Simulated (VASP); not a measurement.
Set up this calculation in VASP 6.6.1, as the native input.

```yaml
Task: band structure
Functional: r2SCAN
Potentials_or_basis: VASP PAW PBE potentials, release 64 (Ga_d, P)
Cutoff: 520 eV
k_mesh: 8 × 8 × 8
Occupations: gaussian, width 0.03 eV
Spin: no spin polarisation
Further_INCAR_settings: ALGO = Normal; EDIFF = 1e-06; NBANDS = 16
```

The structure of GaP lies in POSCAR:

```
GaP                                     
1.0
    0.0000000000      2.7184163015      2.7184163015
    2.7184163015      0.0000000000      2.7184163015
    2.7184163015      2.7184163015      0.0000000000
  Ga              P             
     1     1
Direct
     0.0000000000000000    0.0000000000000000    0.0000000000000000
     0.2500000000000000    0.2500000000000000    0.2500000000000000
```

One way to write it, as run:

INCAR

```
SYSTEM = GaP
PREC     = Accurate       ! precision mode
ENCUT    = 520            ! plane-wave cutoff, eV
EDIFF    = 1E-6           ! SCF threshold, eV
ISMEAR   = 0              ! smearing method
SIGMA    = 0.03           ! smearing width, eV
LREAL    = .False.        ! projectors in reciprocal space
LASPH    = .True.         ! aspherical terms in the spheres
NELM     = 80             ! most SCF steps
ALGO     = Normal         ! electronic algorithm
ISIF     = 2              ! what is computed and relaxed
LWAVE    = .False.        ! write WAVECAR
LCHARG   = .False.        ! write CHGCAR
METAGGA  = R2SCAN         ! meta-GGA
LMIXTAU  = .True.       
NBANDS   = 16             ! bands
```

KPOINTS

```
Automatic mesh
0
Gamma
  8 8 8
  0 0 0
```

KPOINTS_OPT

```
explicit points
202
Reciprocal
 0.0000000000  0.0000000000  0.0000000000 1
 0.0555555556  0.0000000000  0.0555555556 1
 0.1111111111  0.0000000000  0.1111111111 1
 0.1666666667  0.0000000000  0.1666666667 1
 0.2222222222  0.0000000000  0.2222222222 1
 0.2777777778  0.0000000000  0.2777777778 1
[... 194 lines left out ...]
 0.5107344400  0.0214688900  0.5107344400 1
 0.4892655600 -0.0214688900  0.4892655600 1
```

Potentials or basis: VASP PAW PBE potentials, release 64 (Ga_d, P).

The run is started by

```console
$ cat potpaw_PBE.64/Ga_d/POTCAR potpaw_PBE.64/P/POTCAR > POTCAR
$ mpirun -np 1 vasp_std > vasp.out
```

Results of the run:

```
Pressure                : 0.7 GPa
Band gap on the k mesh  : 1.89 eV, indirect (least direct gap 2.41 eV)
Band gap along the path : 1.84 eV, indirect (least direct gap 2.41 eV)
```

Caveat: the PAW data sets were made with another functional, which shifts forces and pressure a little.

It took 2.7 min on 1 thread of Intel(R) Xeon(R) 6975P-C (Granite Rapids), with other jobs on the host, peak memory 0.17 GiB.
